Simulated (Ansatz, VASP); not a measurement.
# MgO in VASP and in Ansatz

The input INCAR:

```
ALGO = Normal
EDIFF = 1E-6
ENCUT = 520
GGA = CA
ISIF = 2
ISMEAR = 0
LASPH = True
LCHARG = True
LELF = True
LREAL = False
LVHAR = True
LWAVE = False
NBANDS = 16
NELM = 100
PREC = Accurate
SIGMA = 0.01
```

The input KPOINTS:

```
k-points
0
Gamma
  7 7 4
```

The input POSCAR:

```
MgO
1.0
    3.3077900000      0.0000000000      0.0000000000
   -1.6538900000      2.8646300000      0.0000000000
    0.0000000000      0.0000000000      4.9828800000
Mg O
2 2
Direct
    0.3333333333      0.6666666667      0.0021600000
    0.6666666667      0.3333333333      0.5021600000
    0.3333333333      0.6666666667      0.4024400000
    0.6666666667      0.3333333333      0.9024400000
```

Input for Ansatz:

```yaml
crystal:
  lattice:
    - [3.30779, 0.0, 0.0]
    - [-1.65389, 2.86463, 0.0]
    - [0.0, 0.0, 4.98288]
  atoms:
    - { symbol: Mg, position: [0.33333333333333326, 0.6666666666666666, 0.00216] }
    - { symbol: Mg, position: [0.6666666666666665, 0.3333333333333333, 0.50216] }
    - { symbol: O, position: [0.33333333333333326, 0.6666666666666666, 0.40243999999999996] }
    - { symbol: O, position: [0.6666666666666665, 0.3333333333333333, 0.90244] }
kpoints:
  mp_grid:
    grid: [7, 7, 4]
hamiltonian:
  xc: lda
scf:
  convergence:
    dr2_threshold: 1.0e-07
  occupations:
    method: fixed
output:
  optics:
    de: 0.05
    sigma: 0.1
    scissors: 0.5
    nscf_kmesh:
      grid: [8, 8, 5]
    bands:
      spectra_wanted_up_to: 10.0
```

Measurements of this composition are mostly on another form, of space group No. 225.

Alike in both runs: task single point; functional LDA; k mesh 7 × 7 × 4; no spin polarisation.

```csv
,VASP,Ansatz
version,VASP 6.6.1,Ansatz 0.2.0
potentials or method,"VASP PAW LDA potentials, release 64 (Mg, O)","plane waves, PAW"
plane-wave cutoff (eV),520,420
occupations,"gaussian, width 0.01 eV",fixed
valence electrons in the cell,16,32
```

|  | VASP | Ansatz | Ansatz less VASP |
| --- | --- | --- | --- |
| gap on the k mesh at the Fermi level (eV) | 3.36 | 3.36 | +0.002 |

The two sets of potentials don't hold the same shells in valence. Ansatz warned: «settled_levels_scf_threshold_loose».

Expect the measured gap to be larger: semilocal functionals such as LDA lack the derivative discontinuity.
